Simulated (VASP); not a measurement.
# NaCl (P6_3/mmc) in VASP: settings compared

The runs below take NaCl through single point, with PBE, r2SCAN.

Program: VASP 6.6.1. These are calculated values, not measurements. Logs are shortened: lines on timing, memory, paths and dates and some standing lists are left out, and cuts for length are marked.

### 1 The crystal as given

Symmetry: P6_3/mmc, No. 194, hexagonal system. The conventional cell has a = 4.721 Å, b = 4.721 Å, c = 5.569 Å, α = 90.00°, β = 90.00°, γ = 120.00°. Around Na (site symmetry -6m2) lie 5 Cl at 2.73 to 2.78 Å. Cl (site symmetry -6m2) is surrounded by 5 Na at 2.73 to 2.78 Å.

The cell was built by a generator and needn't be a form met in nature.

### 2 Single point, PBE

The input, INCAR:

```
PREC = Accurate
ENCUT = 520
EDIFF = 1E-6
ISMEAR = -1
SIGMA = 0.02
LREAL = False
LASPH = True
NELM = 80
ALGO = Fast
ISIF = 2
LWAVE = False
LCHARG = True
GGA = PE
LELF = True
LVHAR = True
NBANDS = 22
```

The input, KPOINTS:

```
Automatic mesh
0
Gamma
  6 6 6
```

The input, POSCAR:

```
NaCl
1.0
    4.7210753017      0.0000000000      0.0000000000
   -2.3605376508      4.0885711444      0.0000000000
    0.0000000000      0.0000000000      5.5694827910
Na Cl
2 2
Direct
    0.3333333333      0.6666666667     -0.0624973425
    0.6666666667      0.3333333333      0.4375026575
    0.3333333333      0.6666666667      0.4374973425
    0.6666666667      0.3333333333      0.9374973425
```

Potentials or basis: VASP PAW PBE potentials, release 64 (Na_pv, Cl).

Run with:

```console
cat potpaw_PBE.64/Na_pv/POTCAR potpaw_PBE.64/Cl/POTCAR > POTCAR
mpirun -np 1 vasp_std > vasp.out
```

OUTCAR:

```text
PREC = Accurate
   ENCUT = 520
   EDIFF = 1E-6
   ISMEAR = -1
   LREAL = False
   LASPH = True
   NELM = 80
   ISIF = 2
   GGA = PE

 ion  position               nearest neighbor table
   1  0.333  0.667  0.938-   4 2.73   4 2.73   4 2.73
   2  0.667  0.333  0.438-   3 2.73   3 2.73   3 2.73
   3  0.333  0.667  0.437-   2 2.73   2 2.73   2 2.73
   4  0.667  0.333  0.937-   1 2.73   1 2.73   1 2.73

  LATTYP: Found a hexagonal cell.
 ALAT       =     4.7210753017
 C/A-ratio  =     1.1797064090

  Lattice vectors:

 A1 = (   4.7210753017,   0.0000000000,   0.0000000000)
 A2 = (  -2.3605376508,   4.0885711444,   0.0000000000)
 A3 = (   0.0000000000,   0.0000000000,   5.5694827910)

Analysis of symmetry for initial positions (statically):
=====================================================================
 Subroutine PRICEL returns:
 Original cell was already a primitive cell.

 Routine SETGRP: Setting up the symmetry group for a
 hexagonal supercell.

 Subroutine GETGRP returns: Found 12 space group operations
 (whereof  6 operations were pure point group operations)
 out of a pool of 24 trial point group operations.

The static configuration has the point symmetry C_3v.
 The point group associated with its full space group is C_6v.

Analysis of symmetry for dynamics (positions and initial velocities):
=====================================================================
 Subroutine PRICEL returns:
 Original cell was already a primitive cell.

 Routine SETGRP: Setting up the symmetry group for a
 hexagonal supercell.

 Subroutine GETGRP returns: Found 12 space group operations
 (whereof  6 operations were pure point group operations)
 out of a pool of 24 trial point group operations.

The dynamic configuration has the point symmetry C_3v.
 The point group associated with its full space group is C_6v.

 Subroutine INISYM returns: Found 12 space group operations
 (whereof  6 operations are pure point group operations),
 and found     1 'primitive' translations

----------------------------------------------------------------------------------------

                                     Primitive cell

  volume of cell :     107.5047

[... 88 lines left out ...]
   LSORBIT =      F    spin-orbit coupling
   LASPH  =      T    aspherical Exc in radial PAW
   ENCUT  =  520.0 eV  38.22 Ry    6.18 a.u.   8.78  8.78 10.36*2*pi/ulx,y,z
   NELM   =     80;   NELMIN=  2; NELMDL= -5     # of ELM steps
   EDIFF  = 0.1E-05   stopping-criterion for ELM
   LREAL  =      F    real-space projection
   EDIFFG = 0.1E-04   stopping-criterion for IOM
   NSW    =      0    number of steps for IOM
   IBRION =     -1    ionic relax: 0-MD 1-quasi-New 2-CG
   NFREE  =      0    steps in history (QN), initial steepest desc. (CG)
   ISIF   =      2    stress and relaxation
   ISYM   =      2    0-nonsym 1-usesym 2-fastsym
   POTIM  = 0.5000    time-step for ionic-motion
   TEBEG  =    0.0;   TEEND  =   0.0 temperature during run
   PSTRESS=    0.0 pullay stress
   NELECT =      28.0000    total number of electrons
   NUPDOWN=      -1.0000    fix difference up-down
   EMIN   =  10.00;   EMAX   =-10.00  energy-range for DOS
   EFERMI =   0.00;   METHOD = LEGACY
   ISMEAR =    -1;   SIGMA  =   0.02  broadening in eV -4-tet -1-fermi 0-gaus
   EFERMI_NEDOS =   21; number of points for ismear=-14 and -15
   IALGO  =     68    algorithm
   IMIX   =      4    mixing-type and parameters
     AMIX     =   0.40;   BMIX     =  1.00
     AMIX_MAG =   1.60;   BMIX_MAG =  1.00
  volume/ion in A,a.u.               =      26.88       181.37
  Fermi-wavevector in a.u.,A,eV,Ry     =   1.045486  1.975683 14.871737  1.093042
  Thomas-Fermi vector in A             =   2.180284
   LORBIT       =      0    0 simple, 1 ext, 2 COOP (PROOUT), +10 PAW based schemes
   GGA     = PE    functional components
   LHFCALC =     F    Hartree Fock is set to
   AEXX    =    0.0000 exact exchange contribution
   IVDW    =     0    specifies the selected vdW correction
   LEPSILON=     F    determine dielectric tensor
   LRPA    =     F    only Hartree local field effects (RPA)
 non-spin polarized calculation
 RMM-DIIS sequential band-by-band and
  energy-cutoff  :      520.00
  volume of cell :      107.50
 maximum number of plane-waves:      2955
 NGX is ok and might be reduce to    36
   NGX = 17   NGY = 17   NGZ = 21

 number of electron      28.0000020 magnetization

 Free energy of the ion-electron system (eV)
  ---------------------------------------------------
  ext. energy  EPLUGINS =         0.00000000
  ---------------------------------------------------
  free energy    TOTEN  =       -13.41930097 eV

  energy without entropy =      -13.41930097  energy(sigma->0) =      -13.41930097

 E-fermi :  -1.2241     XC(G=0):  -7.2167

 val. band max:       -1.6835502924   @ k =   0.0000   0.0000   0.0000
 cond. band min:       3.1523278488   @ k =   0.0000   0.0000   0.0000
 fundamental gap:      4.8358781412
 Fermi energy:        -1.2240651956

 k-point     1 :       0.0000    0.0000    0.0000
  band No.  band energies     occupation
      1     -22.5456      2.00000
      2     -22.5456      2.00000
      3     -22.5447      2.00000
      4     -22.5377      2.00000
      5     -22.5377      2.00000
      6     -22.5244      2.00000
[... 589 lines left out ...]
     21       9.0442      0.00000
     22       9.0442      0.00000

 [... further k-points ...]

------------------------ aborting loop because EDIFF is reached ----------------------------------------

  FORCE on cell =-STRESS in cart. coord.  units (eV):
  Direction    XX          YY          ZZ          XY          YZ          ZX
  --------------------------------------------------------------------------------------
  -------------------------------------------------------------------------------------
  Total        0.5054007      0.5054007      0.6509462      0.0000000     -0.0000000      0.0000000
  in kB        7.5321522      7.5321522      9.7012635      0.0000000     -0.0000000      0.0000000
  external PRESSURE =       8.2551893 kB  Pullay stress =       0.0000000 kB

 VOLUME and BASIS-vectors are now :
 -----------------------------------------------------------------------------
  energy-cutoff  :      520.00
  volume of cell :      107.50
      direct lattice vectors                 reciprocal lattice vectors
     4.721075302  0.000000000  0.000000000     0.211816151  0.122292112  0.000000000
    -2.360537651  4.088571144  0.000000000     0.000000000  0.244584224  0.000000000
     0.000000000  0.000000000  5.569482791     0.000000000  0.000000000  0.179549886

 POSITION                                       TOTAL-FORCE (eV/Angst)
 -----------------------------------------------------------------------------------
     -0.00000      2.72571      5.22140         0.000000     -0.000000      0.000028
      2.36054      1.36286      2.43666        -0.000000      0.000000      0.000028
     -0.00000      2.72571      2.43663         0.000000      0.000000     -0.000028
      2.36054      1.36286      5.22138        -0.000000     -0.000000     -0.000028
 -----------------------------------------------------------------------------------
    total drift:                               -0.000000     -0.000000      0.000471

  FREE ENERGIE OF THE ION-ELECTRON SYSTEM (eV)
  ---------------------------------------------------
  free  energy   TOTEN  =       -13.4193009690 eV

  energy  without entropy=      -13.4193009690  energy(sigma->0) =      -13.41930097
```

It took 43 s on 1 thread of Intel Xeon Platinum 8559C (Emerald Rapids), shared host; peak memory 0.23 GiB.

What came out:

```yaml
Free_energy: -13.4193 eV
Pressure: 0.8 GPa
Band_gap_on_the_k_mesh: 4.84 eV, direct
```

Stress tensor (GPa, compression positive):
```
0.75 0.00 0.00
0.00 0.75 0.00
0.00 0.00 0.97
```

Levels at points of the mesh, in eV from the valence-band top:
```csv
k point,band 11,band 12,band 13,band 14,band 15,band 16,band 17,band 18
"(0.00, 0.00, 0.00)",-0.78,-0.32,-0.32,0.00,4.84,7.66,9.79,9.79
"(0.50, 0.00, 0.00)",-0.98,-0.79,-0.51,-0.23,7.27,7.60,8.83,8.90
"(0.00, 0.00, 0.50)",-0.56,-0.56,-0.56,-0.56,6.62,6.62,9.68,9.68
"(0.50, 0.00, 0.50)",-0.65,-0.65,-0.26,-0.26,7.35,7.35,9.88,9.88
```

### 3 Single point, r2SCAN (uniaxial_z strain +1.0%)

The input, POSCAR:

```
NaCl
1.0
    4.7210753017      0.0000000000      0.0000000000
   -2.3605376508      4.0885711444      0.0000000000
    0.0000000000      0.0000000000      5.6251776190
Na Cl
2 2
Direct
    0.3333333333      0.6666666667     -0.0625000000
    0.6666666667      0.3333333333      0.4375000000
    0.3333333333      0.6666666667      0.4375000000
    0.6666666667      0.3333333333      0.9375000000
```

The input, INCAR.step1:

```
SYSTEM = NaCl
ALGO = Normal
EDIFF = 1E-4
ENCUT = 520
GGA = PE
ISMEAR = 0
LASPH = .TRUE.
LCHARG = .FALSE.
LREAL = .FALSE.
LWAVE = .TRUE.
NBANDS = 22
NELM = 60
PREC = Accurate
SIGMA = 0.01
```

The input, INCAR.step2:

```
SYSTEM = NaCl
ALGO = Normal
EDIFF = 1E-7
ENCUT = 520
ISIF = 2
ISMEAR = 0
ISTART = 1
LASPH = .TRUE.
LCHARG = .FALSE.
LMIXTAU = .TRUE.
LREAL = .FALSE.
LWAVE = .FALSE.
METAGGA = R2SCAN
NBANDS = 22
NELM = 60
PREC = Accurate
SIGMA = 0.01
```

The input, KPOINTS:

```
k-points
0
G
  6 6 6
  0 0 0
```

Potentials or basis: VASP PAW PBE potentials, release 64 (Na_pv, Cl).

Run with:

```console
cat potpaw_PBE.64/Na_pv/POTCAR potpaw_PBE.64/Cl/POTCAR > POTCAR
cp INCAR.step1 INCAR
mpirun -np 1 vasp_std > vasp.out
cp INCAR.step2 INCAR
mpirun -np 1 vasp_std > vasp.out
```

Run time: 2.3 min. Hardware: 1 thread of Intel Xeon Platinum 8559C (Emerald Rapids), shared host; peak memory 0.24 GiB.

Results (log left out):

```
Free energy            : -27.3371 eV
Pressure               : -0.4 GPa
Band gap on the k mesh : 5.44 eV, direct
```

Stress tensor (GPa, compression positive):
```
-0.25  0.00  0.00
 0.00 -0.25  0.00
 0.00  0.00 -0.66
```

Levels at points of the mesh, in eV from the valence-band top:
```tsv
k point	band 10	band 11	band 12	band 13	band 14	band 15	band 16	band 17	band 18	band 19
(0.00, 0.00, 0.00)	-0.79	-0.79	-0.34	-0.34	0.00	5.44	8.45	10.48	10.48	11.38
(0.50, 0.00, 0.00)	-1.01	-0.98	-0.78	-0.51	-0.25	7.72	8.41	9.28	9.79	10.44
(0.00, 0.00, 0.50)	-0.94	-0.57	-0.57	-0.57	-0.57	7.20	7.20	10.40	10.40	10.40
(0.50, 0.00, 0.50)	-1.55	-0.66	-0.66	-0.28	-0.28	7.87	7.87	10.70	10.70	11.16
```

Caveat: the PAW data sets were made with another functional, which shifts forces and pressure a little. A k mesh can miss the band edges.
